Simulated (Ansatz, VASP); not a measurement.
**AlN: VASP beside Ansatz**

```xyz
4
Lattice="3.3135 0.0000 0.0000 -1.6567 2.8696 0.0000 0.0000 0.0000 4.1876" Properties=species:S:1:pos:R:3 pbc="T T T"
Al    0.0000    1.9473    3.1407
Al    1.6567    0.9908    1.0469
N     0.0000    1.8470    1.0469
N     1.6567    0.8905    3.1407
```

Change from the starting cell: mode 4 frozen in at +0.000 Å and mode 10 at -0.066 Å (largest displacements).

Alike in both runs: task single point; functional PBE; k mesh 9 × 9 × 6; occupations gaussian, width 0.05 eV; no spin polarisation.

|  | VASP | Ansatz |
| --- | --- | --- |
| version | VASP 6.6.1 | Ansatz 0.2.0 |
| potentials or method | VASP PAW PBE potentials, release 64 (Al, N) | scalar-relativistic, plane waves, PAW |
| plane-wave cutoff (eV) | 520 | 520 |
| valence electrons in the cell | 16 | 16 |

VASP gave:

| Item | Value |
| --- | --- |
| gap on the k mesh at the Fermi level (eV) | 3.24 |
| least direct gap on the mesh (eV) | 3.24 |
| pressure (GPa) | 1.3 |
| largest component of the traceless stress (GPa) | 1.88 |
| rms of the force components (eV/Å) | 0.898 |

Q: What did Ansatz give for the same quantities?

A: gap on the k mesh at the Fermi level (eV): 3.23; least direct gap on the mesh (eV): 3.23; pressure (GPa): 1.5; largest component of the traceless stress (GPa): 1.93; rms of the force components (eV/Å): 0.896.

Atom by atom the forces differ by 0.002 eV/Å (rms over components).

Caveats: forces of over 1 eV/Å show positions far from the minimum, so gaps and moduli don't describe the material at rest.
